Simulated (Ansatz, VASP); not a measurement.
Two plane-wave programs on AgBr

```xyz
16
Lattice="0.0000 5.7843 5.7843 5.7843 0.0000 5.7843 5.7843 5.7843 0.0000" Properties=species:S:1:pos:R:3 pbc="T T T"
Ag    0.0000    0.0000    0.0000
Ag    2.8922    2.8922    0.0000
Ag    2.8922    0.0000    2.8922
Ag    5.7843    2.8922    2.8922
Ag    0.0000    2.8922    2.8922
Ag    2.8922    5.7843    2.8922
Ag    2.8922    2.8922    5.7843
Ag    5.7843    5.7843    5.7843
Br    2.8922    2.8922    2.8922
Br    5.7843    5.7843    2.8922
Br    5.7843    2.8922    5.7843
Br    8.6765    5.7843    5.7843
Br    2.8922    5.7843    5.7843
Br    5.7843    8.6765    5.7843
Br    5.7843    5.7843    8.6765
Br    8.6765    8.6765    8.6765
```

Alike in both runs: task electric field gradients; functional PBE; k mesh 3 × 3 × 3; no spin polarisation.

|  | VASP | Ansatz |
| --- | --- | --- |
| version | VASP 6.6.1 | Ansatz 0.2.0 |
| potentials or method | VASP PAW PBE potentials, release 64 (Ag, Br) | plane-wave PAW, scalar-relativistic |
| plane-wave cutoff (eV) | 520 | 420 |
| occupations | gaussian, width 0.01 eV | fixed |
| valence electrons in the cell | 144 | 208 |

|  | VASP | Ansatz | Ansatz less VASP |
| --- | --- | --- | --- |
| gap on the k mesh at the Fermi level (eV) | 0.68 | 0.68 | +0.001 |
| Vzz of the field gradient on the site that differs most (V/Å²) | 0.0 | 0.0 | 0.00 |

The two sets of potentials don't hold the same shells in valence. Ansatz warned: «gradients_without_spin_orbit».
